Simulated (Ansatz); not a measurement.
# TePb (rocksalt type): the cost of one run

Program: Ansatz 0.2.0. Level of theory: DFT, PBE, PAW with Ansatz's default frozen-core files, scalar-relativistic. These are calculated values, not measurements.

## Step 1: The system as given

It takes space group Fm-3m (No. 225, cubic). Conventional cell: a = 6.171 Å, b = 6.171 Å, c = 6.171 Å, α = 90.00°, β = 90.00°, γ = 90.00°. Around Pb (site symmetry m-3m) lie 6 Te at 3.09 Å. Te (site symmetry m-3m) is surrounded by 6 Pb at 3.09 Å.

Structure file:

```cif
data_structure
_symmetry_space_group_name_H-M 'P 1'
_symmetry_Int_Tables_number 1
_cell_length_a 4.3634
_cell_length_b 4.3634
_cell_length_c 4.3634
_cell_angle_alpha 60.000
_cell_angle_beta 60.000
_cell_angle_gamma 60.000
_cell_volume 58.74
loop_
_atom_site_label
_atom_site_type_symbol
_atom_site_fract_x
_atom_site_fract_y
_atom_site_fract_z
_atom_site_occupancy
Pb1 Pb 0.00000 0.00000 0.00000 1
Te1 Te 0.50000 0.50000 0.50000 1
```

Atoms are numbered in the order of the input: Pb1, Te2.

## Step 2: Cell relaxed at zero pressure, PAW

Contents of input.yaml:

```yaml
crystal:
  lattice:
    - [0.0, 3.085379018, 3.085379018]
    - [3.085379018, 0.0, 3.085379018]
    - [3.085379018, 3.085379018, 0.0]
  atoms:
    - { symbol: Pb, position: [0.0, 0.0, 0.0] }
    - { symbol: Te, position: [0.5, 0.5, 0.5] }
kpoints:
  mp_grid: { grid: [11, 11, 11] }
scf:
  occupations: { method: fermi_dirac, width: 0.1 }
hamiltonian:
  xc: pbe
  pseudopotentials: { kind: paw }
output:
  forces: true
  stress: true
relax:
  f_tol: 0.005
  max_steps: 40
  cell: {}
```

Started as:

```
ansatz run input.yaml --threads 1 --pin off --max-ram 3584MiB --backend cpu --events-out ev --progress --plain --runs-dir out
```

**Question.** How long does this run take on 1 thread of Intel Xeon 6975P-C (Granite Rapids), shared host, and how much memory does it need?

About 7.5 s, with a peak of 0.45 GiB.
